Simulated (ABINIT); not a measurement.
# GaAs (F-43m) in ABINIT: notebook, part 2 of 2

ABINIT 10.8.3 (patched build). The steps go on from the part before.

### Step 5. Band structure, SCAN

run.abi

```
# Datasets: ground state, then fixed potential
ndtset 2

# Pseudopotentials
pp_dirpath "./"
pseudos "As.GGA_PBE-JTH.xml, Ga.GGA_PBE-JTH.xml"

# Structure
acell 3.9977696088 3.9977696088 3.9977696088 Angstrom
rprim
     0.0000000000     0.7071067812     0.7071067812
     0.7071067812     0.0000000000     0.7071067812
     0.7071067812     0.7071067812     0.0000000000
ntypat 2
znucl 33 31
natom 2
typat 1 2
xcart
     8.0129584431     8.0129584431     8.0129584431
     0.0000000000     0.0000000000     0.0000000000

# Plane-wave basis
ecut 544.227725 eV
pawecutdg 40.0

# Exchange and correlation
ixc -263267
usekden 1
pawxcdev 0

# Bands and occupations
occopt 3
tsmear 0.05 eV

# SCF cycle
nstep 100

# Output
iomode 3
prtwf 0
prteig 0
prtebands 0
enunit 1
prtden1 1
prtkden1 1
prtvha1 1
prtvclmb1 1
prtpot1 1

# Dataset 1
kptopt1 1
ngkpt1 8 8 8
nshiftk1 1
shiftk1 0.0 0.0 0.0
nband1 18
tolvrs1 1.0e-7

# Dataset 2: bands along G-X-W-K-G-L-U-W-L-K
iscf2 -2
getden2 1
getkden2 1
nband2 24
nbdbuf2 4
tolwfr2 1.0e-11
kptopt2 -9
ndivsm2 8
prteig2 1
prtvol2 -3
kptbounds2
     0.0000000000     0.0000000000     0.0000000000
     0.5000000000     0.0000000000     0.5000000000
     0.5000000000     0.2500000000     0.7500000000
     0.3750000000     0.3750000000     0.7500000000
     0.0000000000     0.0000000000     0.0000000000
     0.5000000000     0.5000000000     0.5000000000
     0.6250000000     0.2500000000     0.6250000000
     0.5000000000     0.2500000000     0.7500000000
     0.5000000000     0.5000000000     0.5000000000
     0.3750000000     0.3750000000     0.7500000000
```

Potentials or basis: JTH PAW PBE v2.0.

Run with:

```console
$ abinit run.abi > log 2>&1
```

run.abo:

```text
.Version 10.8.3 of ABINIT
 DATASET    1 : space group F-4 3 m (#216); Bravais cF (face-center cubic)
================================================================================
 Values of the parameters that define the memory need for DATASET  1.
     intxc =       0    ionmov =       0      iscf =      17    lmnmax =      18
     lnmax =       6     mgfft =      32  mpssoang =       3    mqgrid =    3001
     natom =       2  nloc_mem =       2    nspden =       1   nspinor =       1
    nsppol =       1      nsym =      24    n1xccc =       1    ntypat =       2
    occopt =       3   xclevel =       2
       mpw =        1316          nfft =       32768          nkpt =          29
 PAW method is used; the additional fine FFT grid is defined by:
   mgfftf=        45    nfftf =     91125
================================================================================
================================================================================

 DATASET    2 : space group F-4 3 m (#216); Bravais cF (face-center cubic)
================================================================================
 Values of the parameters that define the memory need for DATASET  2.
     intxc =       0    ionmov =       0      iscf =      -2    lmnmax =      18
     lnmax =       6     mgfft =      32  mpssoang =       3    mqgrid =    3001
     natom =       2  nloc_mem =       2    nspden =       1   nspinor =       1
    nsppol =       1      nsym =      24    n1xccc =       1    ntypat =       2
    occopt =       3   xclevel =       2
       mpw =        1324          nfft =       32768          nkpt =         139
 PAW method is used; the additional fine FFT grid is defined by:
   mgfftf=        45    nfftf =     91125
================================================================================
================================================================================

[... 1479 lines left out ...]
 length scales=  7.554689675109  7.554689675109  7.554689675109 bohr
              =  3.997769608800  3.997769608800  3.997769608800 angstroms
 Eigenvalues (   eV  ) for nkpt= 139  k points:
 kpt#   1, nband= 24, wtk=  1.00000, kpt=  0.0000  0.0000  0.0000 (reduced coord)
 -31.83746  -31.83746  -31.83746  -31.82369  -31.82369  -10.99363  -10.99363  -10.99363
 -10.90260  -10.90260   -9.04994    4.15863    4.15863    4.15863    4.97149    8.11451
   8.11451    8.11451   12.21679   14.78158   14.78158   16.35287   16.35287   16.35287
 kpt#   2, nband= 24, wtk=  1.00000, kpt=  0.0217  0.0000  0.0217 (reduced coord)
 -31.83747  -31.83745  -31.83745  -31.82369  -31.82369  -10.99449  -10.99340  -10.99340
 -10.90269  -10.90255   -9.04202    3.98496    4.13225    4.13225    5.14413    8.08598
   8.15070    8.15070   12.26306   14.62764   14.78968   16.36949   16.36949   16.46931
 kpt#   3, nband= 24, wtk=  1.00000, kpt=  0.0435  0.0000  0.0435 (reduced coord)
 -31.83748  -31.83743  -31.83743  -31.82370  -31.82367  -10.99703  -10.99269  -10.99269
 -10.90296  -10.90236   -9.01830    3.64364    4.05617    4.05617    5.48157    8.00463
   8.25625    8.25625   12.39740   14.27014   14.81417   16.41966   16.41966   16.71747
 kpt#   4, nband= 24, wtk=  1.00000, kpt=  0.0652  0.0000  0.0652 (reduced coord)
 -31.83750  -31.83738  -31.83738  -31.82371  -31.82365  -11.00112  -10.99153  -10.99153
 -10.90342  -10.90207   -8.97895    3.26203    3.93823    3.93823    5.85361    7.88144
   8.42321    8.42321   12.60647   13.84123   14.85499   16.50333   16.50333   16.97956
 kpt#   5, nband= 24, wtk=  1.00000, kpt=  0.0870  0.0000  0.0870 (reduced coord)
[... 525 lines left out ...]
 -10.91333  -10.89801   -6.60381   -2.58761    0.23501    2.04356    6.57893   10.00856
  11.48400   11.78283   13.41022   15.01526   18.35036   19.56114   21.11163   22.15421
 kpt# 137, nband= 24, wtk=  1.00000, kpt=  0.3929  0.3929  0.7143 (reduced coord)
 -31.83758  -31.83607  -31.83581  -31.82384  -31.82304  -11.10528  -10.95734  -10.95054
 -10.91497  -10.89745   -6.53593   -2.62804    0.16363    1.95512    6.49414    9.77353
  11.84230   12.13103   13.26603   15.00599   18.87800   19.78323   21.34654   21.84199
 kpt# 138, nband= 24, wtk=  1.00000, kpt=  0.3839  0.3839  0.7321 (reduced coord)
 -31.83766  -31.83600  -31.83575  -31.82388  -31.82300  -11.10719  -10.95576  -10.94895
 -10.91650  -10.89679   -6.48231   -2.67302    0.14847    1.87729    6.41805    9.45937
  12.26979   12.43910   13.16940   15.07090   19.15638   20.15482   21.46673   21.56506
 kpt# 139, nband= 24, wtk=  1.00000, kpt=  0.3750  0.3750  0.7500 (reduced coord)
 -31.83775  -31.83593  -31.83571  -31.82392  -31.82295  -11.10876  -10.95438  -10.94773
 -10.91788  -10.89605   -6.44916   -2.71039    0.18344    1.81137    6.35408    9.12693
  12.57682   12.68363   13.24645   15.23043   19.15992   20.51914   21.36373   21.47542

== END DATASET(S) ==============================================================
================================================================================

 -outvars: echo values of variables after computation  --------
            acell      7.5546896751E+00  7.5546896751E+00  7.5546896751E+00 Bohr
           etotal1    -1.7919279633E+02
            fcart1    -0.0000000000E+00 -0.0000000000E+00 -0.0000000000E+00
                      -0.0000000000E+00 -0.0000000000E+00 -0.0000000000E+00
            rprim      0.0000000000E+00  7.0710678120E-01  7.0710678120E-01
                       7.0710678120E-01  0.0000000000E+00  7.0710678120E-01
                       7.0710678120E-01  7.0710678120E-01  0.0000000000E+00
           strten1     2.0151576774E-06  2.0151576774E-06  2.0151576774E-06
                       0.0000000000E+00  0.0000000000E+00  0.0000000000E+00
           xangst      4.2402749971E+00  4.2402749971E+00  4.2402749971E+00
                      -2.9619748803E-09 -2.9619748803E-09 -2.9619748803E-09
             xred      7.4999999948E-01  7.4999999948E-01  7.4999999948E-01
                      -5.2390025651E-10 -5.2390025651E-10 -5.2390025651E-10
 Calculation completed.
```

It took 4.7 min on 1 thread of Arm Neoverse V2, shared host; peak memory 0.18 GiB.

Results:

```
Free energy                                           : -4876.0844 eV
Pressure                                              : -0.1 GPa
Band gap on the k mesh                                : 0.81 eV, direct
Band gap along the path                               : 0.81 eV, direct
Valence electrons inside the program's atomic spheres : As 12.71; Ga 11.10
```

Levels at the corners of the path, in eV from the valence-band top:
```tsv
point	band 10	band 11	band 12	band 13	band 14	band 15	band 16	band 17	band 18	band 19
Γ	-15.06	-13.21	0.00	0.00	0.00	0.81	3.96	3.96	3.96	8.06
X	-15.05	-10.57	-7.06	-2.78	-2.78	1.66	1.90	10.76	10.76	11.53
W	-15.06	-10.51	-6.87	-3.64	-3.45	5.01	5.02	5.75	6.34	11.62
K	-15.05	-10.61	-6.87	-3.98	-2.35	2.20	4.97	8.42	8.53	9.09
Γ	-15.06	-13.21	0.00	0.00	0.00	0.81	3.96	3.96	3.96	8.06
L	-15.06	-11.35	-6.86	-1.19	-1.19	1.24	4.92	4.92	8.20	10.92
U	-15.05	-10.61	-6.87	-3.98	-2.35	2.20	4.97	8.42	8.53	9.09
W	-15.06	-10.51	-6.87	-3.64	-3.45	5.01	5.02	5.75	6.34	11.62
L	-15.06	-11.35	-6.86	-1.19	-1.19	1.24	4.92	4.92	8.20	10.92
K	-15.05	-10.61	-6.87	-3.98	-2.35	2.20	4.97	8.42	8.53	9.09
```

Caveat: totals of a meta-GGA on PAW files have another zero than those of a GGA; the PAW data sets were made with another functional, which shifts forces and pressure a little.

### Step 6. Summary

| level | gap on the mesh (eV) | pressure (GPa) |
| --- | --- | --- |
| BLYP | 0.35 | 6.8 |
| AM05 | 0.50 | 0.6 |
| r2SCAN | 1.01 | 0.5 |
| SCAN | 0.81 | -0.1 |

Alike in all rows: task band structure; potentials or basis JTH PAW PBE v2.0; no spin polarisation; cell as given; k mesh 8 × 8 × 8; cutoff (eV) 544; smearing fermi-dirac 0.05 eV.

On the cell as given the gap runs from 0.35 eV (BLYP) to 1.01 eV (r2SCAN). The pressure there spans -0.1 GPa (SCAN) to 6.8 GPa (BLYP); a positive pressure means that this level wants a larger cell, a negative one a smaller.

Caveats: the PAW data sets were made with another functional, which shifts forces and pressure a little; totals of a meta-GGA on PAW files have another zero than those of a GGA (some runs).

Total energies depend on the potentials used, so only differences within one code and one set of settings carry meaning.

### Step 7. Against experiment

Step 2. Measured gap of GaAs: 1.418 eV (direct; 300 K; “Evidence of valence band perturbations in GaAsN/GaAs(001): A combined variable-angle spectroscopic ellipsometry and modulated photoreflectance investigation”, 2008, arxiv:0805.2212). This calculation gives 0.35 eV (-1.07 eV). So large a miss can be the level of theory's own, or it may mean another phase, state or a wrong row. 3 values of this kind are on record (1.412 to 1.51 eV); this one was drawn at random among those near their median, those with a stated uncertainty first. Spin-orbit coupling on As, Ga is left out. The value is that of BLYP, without temperature or zero-point motion. Semilocal functionals fall short of measured gaps as a rule.

Step 3. Measured gap of GaAs: 1.418 eV (direct; 300 K; “Evidence of valence band perturbations in GaAsN/GaAs(001): A combined variable-angle spectroscopic ellipsometry and modulated photoreflectance investigation”, 2008, arxiv:0805.2212). This calculation gives 0.50 eV (-0.92 eV). 3 values of this kind are on record (1.412 to 1.51 eV); this one was drawn at random among those near their median, those with a stated uncertainty first. Spin-orbit coupling on As, Ga is left out. The value is that of AM05, without temperature or zero-point motion. Semilocal functionals fall short of measured gaps as a rule.

Step 4. Measured gap of GaAs: 1.412 eV (direct; 300 K; “Evidence of valence band perturbations in GaAsN/GaAs(001): A combined variable-angle spectroscopic ellipsometry and modulated photoreflectance investigation”, 2008, arxiv:0805.2212). This calculation gives 1.01 eV (-0.41 eV). 3 values of this kind are on record (1.412 to 1.51 eV); this one was drawn at random among those near their median, those with a stated uncertainty first. Spin-orbit coupling on As, Ga is left out. The value is that of r2SCAN, without temperature or zero-point motion.

Step 5. Against the measured gap of GaAs, 1.412 eV (direct; 300 K; “Evidence of valence band perturbations in GaAsN/GaAs(001): A combined variable-angle spectroscopic ellipsometry and modulated photoreflectance investigation”, 2008, arxiv:0805.2212), the calculated 0.81 eV is off by -0.60 eV. 3 values of this kind are on record (1.412 to 1.51 eV); this one was drawn at random among those near their median, those with a stated uncertainty first. Spin-orbit coupling on As, Ga is left out. The value is that of SCAN, without temperature or zero-point motion.
